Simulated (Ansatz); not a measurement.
Crystal: Te.

```
Te
1.0
     2.31720    1.32693    1.70391
    -2.31897    1.35633    1.68318
     0.02457   -2.64768    1.66553
Te
1
Direct
  0.51803 0.47116 0.50655
```

The cell isn't the ideal one: cell strained at random at fixed volume.

- Program: Ansatz 0.2.0
- Task: relaxation of cell and atoms
- Functional: PBEsol
- Potentials or basis: Ansatz PAW
- Cutoff: 420 eV (not typed: the program's choice for these potentials)
- k mesh: 7 × 7 × 7
- Occupations: gaussian, width 0.15 eV
- Spin: spin-orbit coupling, no magnetisation

At the start: volume 31.15 Å³/atom.

Question: How do energy, volume and symmetry change on relaxing?

Answer: It ends after 9 steps and the volume is 31.38 Å³/atom (+0.7 %); space group Pm-3m (No. 221, to 0.05 Å).

Step by step:
```tsv
step	energy change (eV)	largest force (eV/Å)	volume (Å³)
1	0.0000	0.0000	31.15
2	-0.0004	0.0000	31.10
3	-0.0018	0.0000	31.28
4	-0.0042	0.0000	31.35
5	-0.0065	0.0000	31.44
6	-0.0068	0.0000	31.38
7	-0.0068	0.0000	31.37
8	-0.0068	0.0000	31.38
9	-0.0069	0.0000	31.38
```

Final structure:
```cif
data_structure
_symmetry_space_group_name_H-M 'P 1'
_symmetry_Int_Tables_number 1
_cell_length_a 3.1655
_cell_length_b 3.1618
_cell_length_c 3.1352
_cell_angle_alpha 90.098
_cell_angle_beta 89.936
_cell_angle_gamma 90.214
_cell_volume 31.38
loop_
_atom_site_label
_atom_site_type_symbol
_atom_site_fract_x
_atom_site_fract_y
_atom_site_fract_z
_atom_site_occupancy
Te1 Te 0.51803 0.47116 0.50655 1
```

Caveat: the plane-wave basis is chosen anew once the cell has moved, so the energies of steps on either side of that aren't comparable; the PAW data sets come from PBE, with cores solved anew for the run's functional, which leaves a small shift of forces and pressure.
